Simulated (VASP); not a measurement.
# TaN (Pm) in VASP: electric field gradients with PBE

Aim: the electric field gradients of TaN with PBE.

Program: VASP 6.6.1. These are calculated values, not measurements. Logs are shortened: lines on timing, memory, paths and dates and some standing lists are left out, and cuts for length are marked.

## Step 1: The cell of the first run

It takes space group Pm (No. 6, monoclinic). The conventional cell has a = 2.925 Å, b = 2.883 Å, c = 2.938 Å, α = 90.00°, β = 119.57°, γ = 90.00°. Ta (site symmetry m) has 6 N at 2.22 to 2.23 Å as nearest neighbours. N (site symmetry m) has 6 Ta at 2.22 to 2.23 Å as nearest neighbours.

## Step 2: Electric field gradients, PBE (xy shear strain of +1 %)

The input, INCAR:

```
SYSTEM = TaN
ALGO = Fast
EDIFF = 1E-8
ENCUT = 520
GGA = PE
ISIF = 2
ISMEAR = -1
LASPH = .TRUE.
LCHARG = .FALSE.
LEFG = .TRUE.
LREAL = .FALSE.
LWAVE = .FALSE.
NBANDS = 15
NELM = 100
PREC = Accurate
SIGMA = 0.02
```

The input, KPOINTS:

```
k-points
0
G
  12 12 10
  0 0 0
```

The input, POSCAR:

```
TaN
1.0
    2.9379988584      0.0146899943      0.0000000000
   -1.4562775210      2.5370366506      0.0000000000
    0.0000000000      0.0000000000      2.8830000000
Ta N
1 1
Direct
    0.3333333333      0.6666666667      0.5000000000
    0.0000000000      0.0000000000      0.0000000000
```

Potentials or basis: VASP PAW PBE potentials, release 64 (Ta_pv, N).

Command:

```bash
> cat potpaw_PBE.64/Ta_pv/POTCAR potpaw_PBE.64/N/POTCAR > POTCAR
> mpirun -np 1 vasp_std > vasp.out
```

OUTCAR:

```text
SYSTEM = TaN
   EDIFF = 1E-8
   ENCUT = 520
   GGA = PE
   ISIF = 2
   ISMEAR = -1
   LASPH = .TRUE.
   LREAL = .FALSE.
   NELM = 100
   PREC = Accurate

 ion  position               nearest neighbor table
   1  0.333  0.667  0.500-   2 2.22   2 2.22   2 2.23   2 2.23   2 2.23   2 2.23
   2  0.000  0.000  0.000-   1 2.22   1 2.22   1 2.23   1 2.23   1 2.23   1 2.23

  Warning from LATTYP: Monoclinic adjustment (A1->A3, A2->A1, A3->A2)!
  LATTYP: Found a simple monoclinic cell.
 ALAT       =     2.9252861714
 B/A-ratio  =     0.9855446035
 C/A-ratio  =     1.0043583468
 COS(beta)  =    -0.4934813924

  Lattice vectors:

 A1 = (  -1.4562775210,   2.5370366506,   0.0000000000)
 A2 = (   0.0000000000,   0.0000000000,   2.8830000000)
 A3 = (   2.9379988584,   0.0146899943,   0.0000000000)

Analysis of symmetry for initial positions (statically):
=====================================================================
 Subroutine PRICEL returns:
 Original cell was already a primitive cell.

 Routine SETGRP: Setting up the symmetry group for a
 simple monoclinic supercell.

 Subroutine GETGRP returns: Found  2 space group operations
 (whereof  2 operations were pure point group operations)
 out of a pool of  4 trial point group operations.

The static configuration has the point symmetry C_1h.

Analysis of symmetry for dynamics (positions and initial velocities):
=====================================================================
 Subroutine PRICEL returns:
 Original cell was already a primitive cell.

 Routine SETGRP: Setting up the symmetry group for a
 simple monoclinic supercell.

 Subroutine GETGRP returns: Found  2 space group operations
 (whereof  2 operations were pure point group operations)
 out of a pool of  4 trial point group operations.

The dynamic configuration has the point symmetry C_1h.

 Subroutine INISYM returns: Found  2 space group operations
 (whereof  2 operations are pure point group operations),
 and found     1 'primitive' translations

----------------------------------------------------------------------------------------

                                     Primitive cell

  volume of cell :      21.5510

  direct lattice vectors                    reciprocal lattice vectors
     2.937998858  0.014689994  0.000000000     0.339393657  0.194814432  0.000000000
    -1.456277521  2.537036651  0.000000000    -0.001965163  0.393032626  0.000000000
     0.000000000  0.000000000  2.883000000     0.000000000  0.000000000  0.346860909

  length of vectors
     2.938035583  2.925286171  2.883000000     0.391331978  0.393037539  0.346860909

  position of ions in fractional coordinates (direct lattice)
     0.333333333  0.666666667  0.500000000
     0.000000000  0.000000000  0.000000000

  ion indices of the primitive-cell ions
   primitive index   ion index
                 1           1
                 2           2

----------------------------------------------------------------------------------------

 KPOINTS: k-points

Automatic generation of k-mesh.
 Grid dimensions read from file:
 generate k-points for:   12   12   10

 Generating k-lattice:

  Cartesian coordinates                     Fractional coordinates (reciprocal lattice)
     0.028282805  0.016234536  0.000000000     0.083333333  0.000000000  0.000000000
    -0.000163764  0.032752719  0.000000000     0.000000000  0.083333333  0.000000000
     0.000000000  0.000000000  0.034686091     0.000000000  0.000000000  0.100000000

  Length of vectors
     0.032610998  0.032753128  0.034686091

  Shift w.r.t. Gamma in fractional coordinates (k-lattice)
     0.000000000  0.000000000  0.000000000

 Subroutine IBZKPT returns following result:
 ===========================================

 Found    444 irreducible k-points:

 Following reciprocal coordinates:
            Coordinates               Weight
  0.000000  0.000000  0.000000      1.000000
  0.083333  0.000000  0.000000      2.000000
  0.166667  0.000000  0.000000      2.000000
  0.250000  0.000000  0.000000      2.000000
  0.333333 -0.000000  0.000000      2.000000
  0.416667  0.000000  0.000000      2.000000
[... 16 lines left out ...]
  0.250000  0.166667  0.000000      2.000000
  0.333333  0.166667  0.000000      2.000000
 [... further k-points ...]
   k-points           NKPTS =    444   k-points in BZ     NKDIM =    444   number of bands    NBANDS=     15
   number of dos      NEDOS =    301   number of ions     NIONS =      2
   total plane-waves  NPLWV =  13824
   dimension x,y,z NGX =    24 NGY =   24 NGZ =   24
   dimension x,y,z NGXF=    48 NGYF=   48 NGZF=   48
   ions per type =               1   1
   NGX,Y,Z   is equivalent  to a cutoff of  13.58, 13.64, 13.84 a.u.
   NGXF,Y,Z  is equivalent  to a cutoff of  27.16, 27.28, 27.68 a.u.
 SYSTEM =  TaN
   PREC   = accura    normal or accurate (medium, high low for compatibility)
   ISTART =      0    job   : 0-new  1-cont  2-samecut
   ICHARG =      2    charge: 1-file 2-atom 10-const
   ISPIN  =      1    spin polarized calculation?
   LNONCOLLINEAR =      F non collinear calculations
   LSORBIT =      F    spin-orbit coupling
   LASPH  =      T    aspherical Exc in radial PAW
   ENCUT  =  520.0 eV  38.22 Ry    6.18 a.u.   5.46  5.44  5.36*2*pi/ulx,y,z
   NELM   =    100;   NELMIN=  2; NELMDL= -5     # of ELM steps
   EDIFF  = 0.1E-07   stopping-criterion for ELM
   LREAL  =      F    real-space projection
   EDIFFG = 0.1E-06   stopping-criterion for IOM
   NSW    =      0    number of steps for IOM
   IBRION =     -1    ionic relax: 0-MD 1-quasi-New 2-CG
   NFREE  =      0    steps in history (QN), initial steepest desc. (CG)
   ISIF   =      2    stress and relaxation
   ISYM   =      2    0-nonsym 1-usesym 2-fastsym
   POTIM  = 0.5000    time-step for ionic-motion
   TEBEG  =    0.0;   TEEND  =   0.0 temperature during run
   PSTRESS=    0.0 pullay stress
   NELECT =      16.0000    total number of electrons
   NUPDOWN=      -1.0000    fix difference up-down
   EMIN   =  10.00;   EMAX   =-10.00  energy-range for DOS
   EFERMI =   0.00;   METHOD = LEGACY
   ISMEAR =    -1;   SIGMA  =   0.02  broadening in eV -4-tet -1-fermi 0-gaus
   EFERMI_NEDOS =   21; number of points for ismear=-14 and -15
   IALGO  =     68    algorithm
   IMIX   =      4    mixing-type and parameters
     AMIX     =   0.40;   BMIX     =  1.00
     AMIX_MAG =   1.60;   BMIX_MAG =  1.00
  volume/ion in A,a.u.               =      10.78        72.72
  Fermi-wavevector in a.u.,A,eV,Ry     =   1.482378  2.801288 29.898045  2.197444
  Thomas-Fermi vector in A             =   2.596171
   LORBIT       =      0    0 simple, 1 ext, 2 COOP (PROOUT), +10 PAW based schemes
   GGA     = PE    functional components
   LHFCALC =     F    Hartree Fock is set to
   AEXX    =    0.0000 exact exchange contribution
   IVDW    =     0    specifies the selected vdW correction
   LEPSILON=     F    determine dielectric tensor
   LRPA    =     F    only Hartree local field effects (RPA)
 non-spin polarized calculation
 RMM-DIIS sequential band-by-band and
  energy-cutoff  :      520.00
  volume of cell :       21.55
 maximum number of plane-waves:       599
 NGX is ok and might be reduce to    24

 number of electron      16.0000000 magnetization

 Free energy of the ion-electron system (eV)
  ---------------------------------------------------
  ext. energy  EPLUGINS =         0.00000000
  ---------------------------------------------------
  free energy    TOTEN  =       -22.43903811 eV

  energy without entropy =      -22.43888799  energy(sigma->0) =      -22.43896305

 E-fermi :   8.3462     XC(G=0): -13.3459

 val. band max:        8.3328064815   @ k =  -0.0833   0.0833   0.5000
 cond. band min:       8.3528594779   @ k =   0.0000   0.0000   0.4000
 fundamental gap:      0.0200529965
 Fermi energy:         8.3461633195

 k-point     1 :       0.0000    0.0000    0.0000
  band No.  band energies     occupation
      1     -26.5933      2.00000
      2     -26.3397      2.00000
      3     -26.3173      2.00000
      4      -9.5275      2.00000
      5       3.6266      2.00000
      6       3.7498      2.00000
      7       4.0505      2.00000
      8       5.3257      2.00000
      9      10.4649      0.00000
     10      11.7743      0.00000
     11      11.9056      0.00000
     12      12.2374      0.00000
     13      12.2825      0.00000
     14      21.3959      0.00000
     15      24.5592      0.00000

 k-point     2 :       0.0833    0.0000    0.0000
  band No.  band energies     occupation
      1     -26.5841      2.00000
      2     -26.4123      2.00000
      3     -26.3338      2.00000
      4      -9.3856      2.00000
      5       3.2181      2.00000
      6       3.8502      2.00000
      7       4.2444      2.00000
      8       5.1211      2.00000
      9      10.9630      0.00000
     10      11.5043      0.00000
     11      11.9216      0.00000
     12      12.2072      0.00000
     13      12.4313      0.00000
     14      21.3704      0.00000
     15      24.9218      0.00000

 k-point     3 :       0.1667    0.0000    0.0000
  band No.  band energies     occupation
      1     -26.6089      2.00000
      2     -26.5587      2.00000
      3     -26.3757      2.00000
      4      -8.9940      2.00000
      5       2.3394      2.00000
      6       4.1333      2.00000
      7       4.6206      2.00000
      8       4.6885      2.00000
      9      10.7985      0.00000
     10      12.0188      0.00000
     11      12.0266      0.00000
     12      12.2274      0.00000
     13      12.8524      0.00000
     14      21.3118      0.00000
     15      21.6467      0.00000
[... 343 lines left out ...]
 k-point    23 :       0.2500    0.1667    0.0000
  band No.  band energies     occupation
      1     -27.1046      2.00000
      2     -26.6217      2.00000
      3     -26.4755      2.00000
      4      -7.6351      2.00000
      5       0.6850      2.00000
      6       3.4327      2.00000
      7       3.9279      2.00000
      8       6.2300      2.00000
      9       9.7312      0.00000
     10      10.5570      0.00000
     11      13.0763      0.00000
     12      14.5349      0.00000
     13      15.6540      0.00000
     14      21.9588      0.00000
     15      23.9799      0.00000

 k-point    24 :       0.3333    0.1667    0.0000
  band No.  band energies     occupation
      1     -27.2250      2.00000
      2     -26.6934      2.00000
      3     -26.4528      2.00000
      4      -7.2323      2.00000
      5       0.3738      2.00000
      6       3.1811      2.00000
      7       3.6067      2.00000
      8       6.5613      2.00000
      9      10.1825      0.00000
     10      10.3440      0.00000
     11      12.6578      0.00000
     12      14.8625      0.00000
     13      17.3271      0.00000
     14      21.0976      0.00000
     15      23.9661      0.00000

 [... further k-points ...]

------------------------ aborting loop because EDIFF is reached ----------------------------------------

  FORCE on cell =-STRESS in cart. coord.  units (eV):
  Direction    XX          YY          ZZ          XY          YZ          ZX
  --------------------------------------------------------------------------------------
  -------------------------------------------------------------------------------------
  Total        0.6619630      0.6865410      0.8420389     -0.3013068      0.0000000      0.0000000
  in kB       49.2126352     51.0398532     62.6001054    -22.4002013      0.0000000      0.0000000
  external PRESSURE =      54.2841980 kB  Pullay stress =       0.0000000 kB

 VOLUME and BASIS-vectors are now :
 -----------------------------------------------------------------------------
  energy-cutoff  :      520.00
  volume of cell :       21.55
      direct lattice vectors                 reciprocal lattice vectors
     2.937998858  0.014689994  0.000000000     0.339393657  0.194814432  0.000000000
    -1.456277521  2.537036651  0.000000000    -0.001965163  0.393032626  0.000000000
     0.000000000  0.000000000  2.883000000     0.000000000  0.000000000  0.346860909

 POSITION                                       TOTAL-FORCE (eV/Angst)
 -----------------------------------------------------------------------------------
      0.00848      1.69625      1.44150         0.019180     -0.000339      0.000000
      0.00000      0.00000      0.00000        -0.019180      0.000339      0.000000
 -----------------------------------------------------------------------------------
    total drift:                                0.000058     -0.000008      0.000000

  FREE ENERGIE OF THE ION-ELECTRON SYSTEM (eV)
  ---------------------------------------------------
  free  energy   TOTEN  =       -22.4390381140 eV

  energy  without entropy=      -22.4388879853  energy(sigma->0) =      -22.43896305

 Electric field gradients (V/A^2)
---------------------------------------------------------------------
 ion       V_xx      V_yy      V_zz      V_xy      V_xz      V_yz
---------------------------------------------------------------------
   1     -10.006    -9.953    19.959    12.583     0.000    -0.000
   2      -0.308    -0.319     0.627     0.908    -0.000    -0.000
---------------------------------------------------------------------

 Electric field gradients after diagonalization (V/A^2)
 (convention: |V_zz| > |V_xx| > |V_yy|)
----------------------------------------------------------------------
 ion       V_xx      V_yy      V_zz     asymmetry (V_yy - V_xx)/ V_zz
----------------------------------------------------------------------
   1      19.959     2.603   -22.562       0.769
   2       0.627     0.594    -1.221       0.027
----------------------------------------------------------------------

           NMR quadrupolar parameters

 Cq : quadrupolar parameter    Cq=e*Q*V_zz/h
 eta: asymmetry parameters     (V_yy - V_xx)/ V_zz
 Q  : nuclear electric quadrupole moment in mb (millibarn)
----------------------------------------------------------------------
 ion       Cq(MHz)       eta       Q (mb)
----------------------------------------------------------------------
   1      -0.055       0.769       1.000
   2      -0.003       0.027       1.000
----------------------------------------------------------------------
```

Wall time 1.9 min (1 thread of Intel Xeon Platinum 8488C (Sapphire Rapids), shared host); peak memory 0.26 GiB.

Results:

```
Free energy            : -22.4390 eV
Pressure               : 5.4 GPa
Largest force          : 0.019 eV/Å
Band gap on the k mesh : none (metal or under the smearing width)
```

Forces on the atoms (eV/Å):
```
Ta   0.019  0.000  0.000
N   -0.019  0.000  0.000
```

Levels at points of the mesh, in eV from the Fermi level:
| k point | band 6 | band 7 | band 8 | band 9 | band 10 | band 11 |
| --- | --- | --- | --- | --- | --- | --- |
| (0.00, 0.00, 0.00) | -4.60 | -4.30 | -3.02 | 2.12 | 3.43 | 3.56 |
| (0.50, 0.00, 0.00) | -5.28 | -3.58 | -3.24 | 2.97 | 3.94 | 5.15 |
| (0.00, 0.50, 0.00) | -5.28 | -3.57 | -3.28 | 2.93 | 3.92 | 5.13 |
| (0.50, 0.50, 0.00) | -5.28 | -3.55 | -3.32 | 2.88 | 3.91 | 5.11 |
| (0.00, 0.00, 0.50) | -3.86 | -3.82 | -0.28 | -0.07 | 2.31 | 3.19 |
| (0.50, 0.00, 0.50) | -6.27 | -5.71 | -0.51 | 4.08 | 5.23 | 5.93 |
| (0.00, 0.50, 0.50) | -6.28 | -5.77 | -0.46 | 4.07 | 5.25 | 5.96 |
| (0.50, 0.50, 0.50) | -6.29 | -5.84 | -0.40 | 4.05 | 5.29 | 5.97 |

Electric field gradients, principal values (V/Å²):
```csv
atom,Vxx,Vyy,Vzz
1 Ta,2.603,19.959,-22.562
2 N,0.594,0.627,-1.221
```
